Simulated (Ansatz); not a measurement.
**ZrO2, response to strain**

Take ZrO2 (space group P4_2/nmc, No. 137; a = 3.5844 Å, c = 5.1771 Å) as the base. Axes: x, y, z lie along a, b, c of the conventional cell.

Strains are applied to the cell and any free atomic positions relax; under biaxial strain the out-of-plane vector relaxes too; under stress the whole cell relaxes.

Levels (all Ansatz, an electronic-structure program, PAW): PBEsol (420 eV, spin-orbit coupling left out); r2SCAN (500 eV, no SOC); HSE06 (420 eV, no spin-orbit coupling).

Band gaps by level, all at the geometries relaxed with PBEsol:

```json
[
 {"case": "base", "PBEsol": "4.00 eV", "r2SCAN": "4.61 eV", "HSE06": "5.73 eV"},
 {"case": "biaxial strain −2.33 %, plane normal [001], relaxed out of plane", "PBEsol": "4.14 eV", "r2SCAN": "…", "HSE06": "5.87 eV"},
 {"case": "uniaxial stress, 2 GPa tension along z", "PBEsol": "4.05 eV", "r2SCAN": "…", "HSE06": "…"},
 {"case": "tensor shear ε_xz = −0.76 %", "PBEsol": "4.00 eV", "r2SCAN": "4.61 eV", "HSE06": "5.73 eV"}
]
```

**Question.** What belongs in the blanks?

**Answer.** 
- biaxial strain −2.33 %, plane normal [001], relaxed out of plane, r2SCAN: 4.76 eV
- uniaxial stress, 2 GPa tension along z, r2SCAN: 4.66 eV
- uniaxial stress, 2 GPa tension along z, HSE06: 5.74 eV

Single points use the geometry relaxed with PBEsol. The hybrid gap comes from the SCF mesh plus the semilocal run's edge points and a few special points and is an upper bound. Stability under load was not tested beyond the relaxation. This is not the structure that ZrO2 has at room temperature and ambient pressure.
